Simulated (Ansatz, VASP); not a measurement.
# One calculation of C, two programs

INCAR

```
SYSTEM = C
  PREC = Accurate
  ENCUT = 600
  EDIFF = 1E-7
  ISMEAR = 0
  SIGMA = 0.05
  LREAL = .False.
  LASPH = .True.
  NELM = 60
  ALGO = Normal
  ISIF = 3
  LWAVE = .False.
  LCHARG = .False.
  GGA = PE
  IVDW = 12
  IBRION = 2
  NSW = 80
  EDIFFG = -0.003
```

File KPOINTS:

```
Automatic mesh
0
Gamma
  12 12 4
  0 0 0
```

File POSCAR:

```
C
1.0
    2.4600000000      0.0000000000      0.0000000000
   -1.2300000000      2.1304224933      0.0000000000
    0.0000000000      0.0000000000      6.7000000000
C
4
Direct
    0.0000000000      0.0000000000      0.0000000000
    0.3333333333      0.6666666667      0.0000000000
    0.0000000000      0.0000000000     -0.5000000000
    0.6666666667      0.3333333333     -0.5000000000
```

Input for Ansatz:

```yaml
crystal:
  lattice:
    - [2.46, 0.0, 0.0]
    - [-1.23, 2.1304224933, 0.0]
    - [0.0, 0.0, 6.7]
  atoms:
    - { symbol: C, position: [0.0, 0.0, 0.0] }
    - { symbol: C, position: [0.3333333333, 0.6666666667, 0.0] }
    - { symbol: C, position: [0.0, 0.0, -0.5] }
    - { symbol: C, position: [0.6666666667, 0.3333333333, -0.5] }
scf:
  occupations: { method: gaussian, width: 0.05 }
output:
  forces: true
  stress: true
  write_density: true
  write_potential: true
  elf: true
  volumetric_format: npy
hamiltonian:
  xc: pbe
  dispersion: d3bj
kpoints:
  mp_grid: { grid: [12, 12, 4] }
relax:
  f_tol: 0.003
  max_steps: 60
  cell: { stress_tol: 0.02 }
```

Alike in both runs: task relaxation of cell and atoms; functional PBE; dispersion D3(BJ); k mesh 12 × 12 × 4; occupations gaussian, width 0.05 eV; no spin polarisation.

|  | VASP | Ansatz |
| --- | --- | --- |
| version | VASP 6.6.1 | Ansatz 0.2.0 |
| potentials or method | VASP PAW PBE potentials, release 64 (C) | scalar-relativistic, plane waves, PAW |
| plane-wave cutoff (eV) | 600 | 420 |
| valence electrons in the cell | 16 | 16 |

|  | VASP | Ansatz | Ansatz less VASP |
| --- | --- | --- | --- |
| gap on the k mesh at the Fermi level, each at its own relaxed structure (eV) | none | none | - |
| relaxed volume (Å³/atom) | 8.78 | 8.84 | +0.059 |
| relaxed cell length with the largest relative difference (Å) | 6.675 | 6.721 | +0.0461 |

A gap of «none» marks a metal or a gap that the smearing closes.
